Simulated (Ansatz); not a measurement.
# BeTe in Ansatz: the effect of functional

The system is BeTe.

```xyz
2
Lattice="0.0000 2.7700 2.7700 2.7700 0.0000 2.7700 2.7700 2.7700 0.0000" Properties=species:S:1:pos:R:3 pbc="T T T"
Te    4.1550    4.1550    4.1550
Be    0.0000    0.0000    0.0000
```

Alike in all runs:

| Property | Result |
| --- | --- |
| Program | Ansatz 0.2.0 |
| Task | single point |
| Potentials or basis | all-electron PAW datasets made for the crystal |
| k mesh | 4 × 4 × 4 |
| Occupations | fermi-dirac, width 0.05 eV |
| Spin | no spin polarisation |

```tsv
functional	cutoff	gap on the mesh (eV)	pressure (GPa)
PBE	180 eV (chosen from the basis error)	1.85	4.8
HSE06	270 eV (chosen from the basis error)	2.54	3.8
PBE0	270 eV (chosen from the basis error)	?	?
```

What does the run with functional PBE0 give?

gap on the mesh 3.22 eV; pressure 3.8 GPa.

Caveats: all runs use coarse meshes; spin-orbit coupling is left out, which moves the levels of the heavy elements.

A k mesh can miss the band edges.

The runs don't all hold the same shells in valence.
